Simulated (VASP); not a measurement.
TiC:

```
Ti C
1.0
     3.04209    0.00000    0.00000
    -1.52104    2.63452    0.00000
     0.00000    0.00000    2.69797
Ti C
1 1
Direct
  0.00000 0.00000 0.50000
  0.33333 0.66667 0.00000
```

The cell was built by a generator and needn't be a form met in nature.

* Program: VASP 6.6.1
* Task: relaxation of cell and atoms
* Functional: vdW-DF-cx
* Potentials or basis: VASP PAW PBE potentials, release 64 (Ti_sv, C)
* Cutoff: 600 eV
* k mesh: 10 × 10 × 10
* Occupations: fermi-dirac, width 0.05 eV
* Spin: no spin polarisation

At the start: pressure -4.0 GPa; volume 10.81 Å³/atom.

Question: Where does the relaxation end?

Answer: Over 7 steps the energy falls by 2.6 meV/atom and the volume is 10.61 Å³/atom (-1.9 %); space group P-6m2 (No. 187, to 0.05 Å).

The path:
```tsv
step	energy change (eV)	largest force (eV/Å)	pressure (GPa)	volume (Å³)
1	0.0000	0.0001	-3.99	21.62
2	0.0016	0.0000	4.93	20.79
3	-0.0050	0.0001	0.03	21.23
4	-0.0050	0.0001	-0.02	21.24
5	-0.0052	0.0000	-0.09	21.23
6	-0.0052	0.0000	-0.08	21.22
7	-0.0052	0.0000	-0.09	21.22
```

Final structure:
```yaml
crystal:
  lattice:
    - [3.01876, 0.00000, 0.00000]
    - [-1.50938, 2.61431, 0.00000]
    - [0.00000, 0.00000, 2.68901]
  atoms:
    - { symbol: Ti, position: [0.00000, 0.00000, 0.50000] }
    - { symbol: C, position: [0.33333, 0.66667, 0.00000] }
```

Caveat: the PAW data sets were made with another functional, which shifts forces and pressure a little.
